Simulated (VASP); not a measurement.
# BN (F-43m) in VASP: further runs, part 2 of 3

VASP 6.6.1.

### 3 G0W0 quasiparticle levels, PBE

The input, POSCAR:

```
BN
1.0
    0.0000000000      1.8130010000      1.8130010000
    1.8130010000      0.0000000000      1.8130010000
    1.8130010000      1.8130010000      0.0000000000
N B
1 1
Direct
    0.2500000000      0.2500000000      0.2500000000
    0.0000000000      0.0000000000      0.0000000000
```

The input, INCAR.step1:

```
ALGO     = Normal         # electronic algorithm
EDIFF    = 1E-8           # SCF threshold, eV
ENCUT    = 450            # plane-wave cutoff, eV
GGA      = PE             # functional
ISMEAR   = 0              # smearing method
LASPH    = T              # aspherical terms in the spheres
LCHARG   = F              # write CHGCAR
LREAL    = F              # projectors in reciprocal space
LWAVE    = T              # write WAVECAR
NELM     = 80             # most SCF steps
PREC     = Accurate       # precision mode
SIGMA    = 0.01           # smearing width, eV
```

The input, INCAR.step2:

```
ALGO     = Exact          # electronic algorithm
EDIFF    = 1E-8           # SCF threshold, eV
ENCUT    = 450            # plane-wave cutoff, eV
GGA      = PE             # functional
ISMEAR   = 0              # smearing method
ISTART   = 1            
LASPH    = T              # aspherical terms in the spheres
LCHARG   = F              # write CHGCAR
LOPTICS  = T              # frequency-dependent dielectric function
LREAL    = F              # projectors in reciprocal space
LWAVE    = T              # write WAVECAR
NBANDS   = 32             # bands
NELM     = 1              # most SCF steps
PREC     = Accurate       # precision mode
SIGMA    = 0.01           # smearing width, eV
```

The input, INCAR.step3:

```
ALGO     = EVGW0          # electronic algorithm
EDIFF    = 1E-8           # SCF threshold, eV
ENCUT    = 450            # plane-wave cutoff, eV
ENCUTGW  = 150            # cutoff of the response function
GGA      = PE             # functional
ISMEAR   = 0              # smearing method
ISTART   = 1            
LASPH    = T              # aspherical terms in the spheres
LCHARG   = F              # write CHGCAR
LREAL    = F              # projectors in reciprocal space
LWAVE    = F              # write WAVECAR
NBANDS   = 32             # bands
NBANDSGW = 12           
NELMGW   = 1            
NOMEGA   = 48             # frequency points
PREC     = Accurate       # precision mode
PRECFOCK = Fast         
SIGMA    = 0.01           # smearing width, eV
```

The input, KPOINTS:

```
k-points
0
Gamma
  4 4 4
```

Potentials or basis: VASP PAW PBE potentials, release 64 (N_GW, B_GW).

The run is started by

```
cat potpaw_PBE.64/N_GW/POTCAR potpaw_PBE.64/B_GW/POTCAR > POTCAR
cp INCAR.step1 INCAR
mpirun -np 1 vasp_std > vasp.out
cp INCAR.step2 INCAR
mpirun -np 1 vasp_std > vasp.out
cp INCAR.step3 INCAR
mpirun -np 1 vasp_std > vasp.out
```

OUTCAR:

```text
EDIFF = 1E-8
   ENCUT = 450
   ENCUTGW = 150
   GGA = PE
   ISMEAR = 0
   ISTART = 1
   LASPH = T
   LREAL = F
   NELMGW = 1
   PREC = Accurate
   PRECFOCK = Fast

 Found      8 irreducible k-points:

 Following reciprocal coordinates:
            Coordinates               Weight
  0.000000  0.000000  0.000000      1.000000
  0.250000  0.000000  0.000000      8.000000
  0.500000  0.000000  0.000000      4.000000
  0.250000  0.250000  0.000000      6.000000
  0.500000  0.250000  0.000000     24.000000
 -0.250000  0.250000  0.000000     12.000000
   k-points           NKPTS =      8   k-points in BZ     NKDIM =     64   number of bands    NBANDS=     32
   number of dos      NEDOS =    301   number of ions     NIONS =      2
   total plane-waves  NPLWV =   5832
   dimension x,y,z NGX =    18 NGY =   18 NGZ =   18
   dimension x,y,z NGXF=    36 NGYF=   36 NGZF=   36
   ions per type =               1   1
   NGX,Y,Z   is equivalent  to a cutoff of  11.67, 11.67, 11.67 a.u.
   NGXF,Y,Z  is equivalent  to a cutoff of  23.34, 23.34, 23.34 a.u.
 SYSTEM =  unknown system
   PREC   = accura    normal or accurate (medium, high low for compatibility)
   ISTART =      1    job   : 0-new  1-cont  2-samecut
   ICHARG =      0    charge: 1-file 2-atom 10-const
   ISPIN  =      1    spin polarized calculation?
   LNONCOLLINEAR =      F non collinear calculations
   LSORBIT =      F    spin-orbit coupling
   LASPH  =      T    aspherical Exc in radial PAW
   ENCUT  =  450.0 eV  33.07 Ry    5.75 a.u.   4.43  4.43  4.43*2*pi/ulx,y,z
   NELM   =     60;   NELMIN=  2; NELMDL=  0     # of ELM steps
   EDIFF  = 0.1E-07   stopping-criterion for ELM
   LREAL  =      F    real-space projection
   EDIFFG = 0.1E-06   stopping-criterion for IOM
   NSW    =      0    number of steps for IOM
   IBRION =     -1    ionic relax: 0-MD 1-quasi-New 2-CG
   NFREE  =      0    steps in history (QN), initial steepest desc. (CG)
   ISIF   =      0    stress and relaxation
   ISYM   =      3    0-nonsym 1-usesym 2-fastsym
[... 15 lines left out ...]
  Thomas-Fermi vector in A             =   2.552911
   LORBIT       =      0    0 simple, 1 ext, 2 COOP (PROOUT), +10 PAW based schemes
   GGA     = PE    functional components
   LHFCALC =     T    Hartree Fock is set to
   PRECFOCK=fast      Normal, Fast or Accurate (Low or Medium for compatibility)
   ENCUT4O =  -1.0   cutoff for four orbital integrals eV
   NKREDX  =     1    reduce k-point grid by
   NKREDY  =     1    reduce k-point grid by
   NKREDZ  =     1    reduce k-point grid by
   AEXX    =    1.0000 exact exchange contribution
   HFSCREEN=    0.0000 screening length (either q_TF or 0.3 A-1)
   HFSCREENC=   0.0000 screening length for correlation (either q_TF or 0.3 A-1)
   ENCUTFOCK=  -1.0 apply spherical cutoff to Coloumb kernel
   IVDW    =     0    specifies the selected vdW correction
   LEPSILON=     F    determine dielectric tensor
   LRPA    =     F    only Hartree local field effects (RPA)
   LRPAFORCE           =     F    calculate RPA forces
   ENCUTGW             = 150.0    cutoff for response function in eV
   ENCUTGWSOFT         = 120.0    soft cutoff for Coulomb kernel in GW response function in eV
   ENCUTLF             =  -1.0    cutoff for local field effects
   NELMGW              =     1    number of iterations in solving QP/BSE equation
   NELMHF              =     1    number of iterations in the inner HF iteration
   NKREDLFX            =     1    NKREDLFY  =   1   NKREDLFZ  =   1
 non-spin polarized calculation
 Gauss-broadening in eV      SIGMA  =   0.01
  energy-cutoff  :      450.00
  volume of cell :       11.92
 maximum number of plane-waves:       268
 NGX is ok and might be reduce to    18
  NGX = 12; NGY = 12; NGZ = 12
   NGX =  9   NGY =  9   NGZ =  9
 maximum number of plane-waves:        59

 QP shifts <psi_nk| G(iteration)W_0 |psi_nk>: iteration 1
 for sc-GW calculations column KS-energies equals QP-energies in previous step
 and V_xc(KS)=  KS-energies - (<T + V_ion + V_H > + <T+V_H+V_ion>^1  + <V_x>^1)

 k-point   1 :       0.0000    0.0000    0.0000
  band No.  KS-energies  QP-energies   sigma(KS)   V_xc(KS)     V^pw_x(r,r')   Z            occupation Imag(sigma)

      1     -12.7598     -14.6150     -17.8295     -15.4617     -26.4385       0.7835       2.0000       1.5114
      2       7.3860       6.8190     -18.9480     -18.2571     -22.0499       0.8207       2.0000       0.0948
      3       7.3860       6.8190     -18.9480     -18.2571     -22.0499       0.8207       2.0000       0.0948
      4       7.3860       6.8190     -18.9480     -18.2571     -22.0499       0.8207       2.0000       0.0948
      5      16.1345      17.6585     -11.9107     -13.7487      -6.8656       0.8292       0.0000      -0.1246
      6      16.1345      17.6585     -11.9107     -13.7487      -6.8656       0.8292       0.0000      -0.1246
      7      16.1345      17.6585     -11.9107     -13.7487      -6.8656       0.8292       0.0000      -0.1246
      8      17.5718      18.9361     -13.7294     -15.4085      -8.2818       0.8125       0.0000      -0.1481
      9      31.9338      32.6257     -10.5171     -11.3873      -3.2752       0.7951       0.0000      -0.6254
     10      35.0263      36.5199     -11.4751     -13.2676      -5.3973       0.8332       0.0000      -0.5856
     11      35.0263      36.5199     -11.4751     -13.2676      -5.3973       0.8332       0.0000      -0.5856
     12      35.6235      36.4914      -9.9745     -11.0272      -3.0113       0.8245       0.0000      -0.8659
[... 68 lines left out ...]
      1      -9.1300     -10.6823     -18.4177     -16.3801     -26.3179       0.7618       2.0000       0.9826
      2      -0.1551      -1.4372     -17.3110     -15.6870     -21.8867       0.7895       2.0000       0.1966
      3       1.8208       0.6519     -17.3128     -15.8583     -21.3241       0.8036       2.0000       0.1524
      4       5.3041       4.5132     -18.2316     -17.2640     -21.6305       0.8174       2.0000       0.1097
      5      17.0361      18.3423     -11.9906     -13.5683      -6.8744       0.8278       0.0000      -0.1322
      6      19.4621      21.2107     -12.5041     -14.6629      -6.7443       0.8099       0.0000      -0.1660
      7      20.1405      21.6824     -13.0240     -14.9293      -7.2698       0.8093       0.0000      -0.1746
      8      21.7611      23.6168     -14.0623     -16.4020      -7.9949       0.7932       0.0000      -0.2026
      9      28.7492      30.0531     -11.2417     -12.8896      -4.2926       0.7913       0.0000      -0.4146
     10      29.3404      30.4925     -10.7421     -12.1254      -4.9440       0.8329       0.0000      -0.3504
     11      33.9678      35.5511     -11.8387     -13.8313      -4.1251       0.7946       0.0000      -0.8699
     12      41.0521      42.1298     -10.2907     -11.5737      -3.0892       0.8400       0.0000      -1.2957

 [... further k-points ...]
```

OUTCAR.step2:

```text
EDIFF = 1E-8
   ENCUT = 450
   GGA = PE
   ISMEAR = 0
[... 561 lines left out ...]
  --------------------------------------------------------------------------------------------------------------
     0.00000     5.37430     5.37430     5.37430    -0.00000    -0.00000    -0.00000
     1.42166     5.44085     5.44085     5.44085    -0.00000    -0.00000    -0.00000
     2.84332     5.65770     5.65770     5.65770    -0.00000    -0.00000    -0.00000
     4.26498     6.08038     6.08038     6.08038    -0.00000    -0.00000    -0.00000
     5.68665     6.85623     6.85623     6.85623    -0.00000    -0.00000    -0.00000
     7.10831     8.45400     8.45400     8.45400    -0.00000    -0.00000    -0.00000
[... 92 lines left out ...]
   139.32283     0.95083     0.95083     0.95083     0.00000     0.00000     0.00000
   140.74449     0.95189     0.95189     0.95189     0.00000     0.00000     0.00000
```

Wall time 14 s (1 thread of Intel Xeon Platinum 8488C (Sapphire Rapids), shared host); peak memory 0.12 GiB.

The run converged, but some of its settings lie outside the range that counts as converged, so its numbers aren't taken as properties of the crystal.

Results:

- Band gap on the k mesh, mean-field level: 4.43 eV, indirect (least direct gap 8.75 eV)
- Quasiparticle gap: 5.85 eV
- Least direct quasiparticle gap: 10.84 eV

Caveat: the k mesh is coarse (spacing up to 0.75 Å⁻¹), so the values aren't converged; the cutoff is under 1.25 times the usual one of these potentials, so pressure, stress and relaxed cells hold a basis-set (Pulay) error; bands, screening cutoff and mesh are small and nothing is extrapolated, so the quasiparticle values aren't converged.

### 4 Band structure, PBEsol0

POSCAR is that of step 3.

The input, INCAR.step1:

```
PREC = Accurate
ENCUT = 520
EDIFF = 1E-5
ISMEAR = -1
SIGMA = 0.05
LREAL = False
LASPH = True
NELM = 100
ALGO = Normal
ISIF = 2
LWAVE = True
LCHARG = False
GGA = PE
```

The input, INCAR.step2:

```
PREC = Accurate
ENCUT = 520
EDIFF = 1E-6
ISMEAR = -1
SIGMA = 0.05
LREAL = False
LASPH = True
NELM = 100
ALGO = Normal
ISIF = 2
LWAVE = False
LCHARG = False
GGA = PS
LHFCALC = True
AEXX = 0.25
PRECFOCK = Fast
HFRCUT = -1
ISTART = 1
```

The input, KPOINTS:

```
Automatic mesh
0
Gamma
  7 7 7
```

The input, KPOINTS_OPT:

```
path GXWKGLUWLK,UX
10
line-mode
reciprocal
 0.0000000000  0.0000000000  0.0000000000  G
 0.5000000000  0.0000000000  0.5000000000  X

 0.5000000000  0.0000000000  0.5000000000  X
 0.5000000000  0.2500000000  0.7500000000  W

 0.5000000000  0.2500000000  0.7500000000  W
 0.3750000000  0.3750000000  0.7500000000  K

 0.3750000000  0.3750000000  0.7500000000  K
 0.0000000000  0.0000000000  0.0000000000  G

 0.0000000000  0.0000000000  0.0000000000  G
 0.5000000000  0.5000000000  0.5000000000  L

 0.5000000000  0.5000000000  0.5000000000  L
 0.6250000000  0.2500000000  0.6250000000  U

 0.6250000000  0.2500000000  0.6250000000  U
 0.5000000000  0.2500000000  0.7500000000  W

 0.5000000000  0.2500000000  0.7500000000  W
 0.5000000000  0.5000000000  0.5000000000  L

 0.5000000000  0.5000000000  0.5000000000  L
 0.3750000000  0.3750000000  0.7500000000  K

 0.6250000000  0.2500000000  0.6250000000  U
 0.5000000000  0.0000000000  0.5000000000  X
```

Potentials or basis: VASP PAW PBE potentials, release 64 (N, B).

The run is started by

```
cat potpaw_PBE.64/N/POTCAR potpaw_PBE.64/B/POTCAR > POTCAR
cp INCAR.step1 INCAR
mpirun -np 1 vasp_std > vasp.out
cp INCAR.step2 INCAR
mpirun -np 1 vasp_std > vasp.out
```

Wall time 18 min (1 thread of AMD EPYC, shared host); peak memory 0.12 GiB.

It converged, with:

```
Free energy             : -21.9200 eV
Pressure                : -12.9 GPa
Band gap on the k mesh  : 6.68 eV, indirect (least direct gap 11.22 eV)
Band gap along the path : 6.40 eV, indirect (least direct gap 11.22 eV)
```

Levels at the corners of the path, in eV from the valence-band top:
```tsv
point	band 1	band 2	band 3	band 4	band 5	band 6	band 7	band 8
Γ	-22.04	0.00	0.00	0.00	11.22	11.22	11.22	12.70
X	-16.04	-9.77	-5.31	-5.31	6.40	11.36	21.06	21.06
X	-16.04	-9.77	-5.31	-5.31	6.40	11.36	21.06	21.06
W	-15.72	-8.34	-7.56	-7.00	11.86	16.01	16.88	17.48
W	-15.72	-8.34	-7.56	-7.00	11.86	16.01	16.88	17.48
K	-15.96	-8.91	-8.29	-4.41	8.99	15.33	18.77	19.65
K	-15.96	-8.91	-8.29	-4.41	8.99	15.33	18.77	19.65
Γ	-22.04	0.00	0.00	0.00	11.22	11.22	11.22	12.70
Γ	-22.04	0.00	0.00	0.00	11.22	11.22	11.22	12.70
L	-17.52	-11.64	-2.10	-2.10	12.46	13.17	13.17	17.94
L	-17.52	-11.64	-2.10	-2.10	12.46	13.17	13.17	17.94
U	-15.96	-8.91	-8.29	-4.41	8.99	15.33	18.77	19.65
U	-15.96	-8.91	-8.29	-4.41	8.99	15.33	18.77	19.65
W	-15.72	-8.34	-7.56	-7.00	11.86	16.01	16.88	17.48
W	-15.72	-8.34	-7.56	-7.00	11.86	16.01	16.88	17.48
L	-17.52	-11.64	-2.10	-2.10	12.46	13.17	13.17	17.94
L	-17.52	-11.64	-2.10	-2.10	12.46	13.17	13.17	17.94
K	-15.96	-8.91	-8.29	-4.41	8.99	15.33	18.77	19.65
U	-15.96	-8.91	-8.29	-4.41	8.99	15.33	18.77	19.65
X	-16.04	-9.77	-5.31	-5.31	6.40	11.36	21.06	21.06
```

Caveat: the k mesh is coarse (spacing up to 0.43 Å⁻¹), so the values aren't converged, least of all with exact exchange; the PAW data sets were made with another functional, which shifts forces and pressure a little; the mesh misses the band edges, which the band path finds closer together.

[end of part 2 of 3]
